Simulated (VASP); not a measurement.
Set up this calculation in VASP 6.6.1, as the native input.

```
Task                   : single point
Functional             : PBEsol
Potentials or basis    : VASP PAW PBE potentials, release 64 (Si)
Cutoff                 : 520 eV
k mesh                 : 12 × 12 × 12
Occupations            : gaussian, width 0.03 eV
Spin                   : no spin polarisation
Dipole correction      : no
Further INCAR settings : ALGO = Normal; EDIFF = 1e-06; NBANDS = 16
```

The structure of Si lies in POSCAR:

```
Si
1.0
   -3.5105624357      3.5105624357      1.7249895509
    3.5105624357     -3.5105624357      1.7249895509
    3.5105624357      3.5105624357     -1.7249895509
Si
4
Direct
    0.1788010600      0.1788010600      0.3576021200
    0.8211989400      0.8211989400      0.6423978800
    0.1788010600      0.8211989400      0.0000000000
    0.8211989400      0.1788010600      0.0000000000
```

This isn't the form of Si at room conditions, which is diamond.

One way to write it, as run:

INCAR

```
SYSTEM = Si
  PREC = Accurate
  ENCUT = 520
  EDIFF = 1E-6
  ISMEAR = 0
  SIGMA = 0.03
  LREAL = .FALSE.
  LASPH = .TRUE.
  NELM = 60
  ALGO = Normal
  ISIF = 2
  LWAVE = .FALSE.
  LCHARG = .FALSE.
  GGA = PS
  NBANDS = 16
```

KPOINTS

```
Automatic mesh
0
G
  12 12 12
  0 0 0
```

Potentials or basis: VASP PAW PBE potentials, release 64 (Si).

Launch:

```bash
$ cat potpaw_PBE.64/Si/POTCAR > POTCAR
$ mpirun -np 1 vasp_std > vasp.out
```

Results of the run:

The pressure is 2.4 GPa. The largest force is 1.788 eV/Å and the band gap on the k mesh is none (metal or under the smearing width).

Caveat: the PAW data sets were made with another functional, which shifts forces and pressure a little.

Wall time 2.8 min on 1 thread of AMD EPYC 9R45 96-Core Processor (Zen 5) (shared host), peak memory 0.3 GiB.
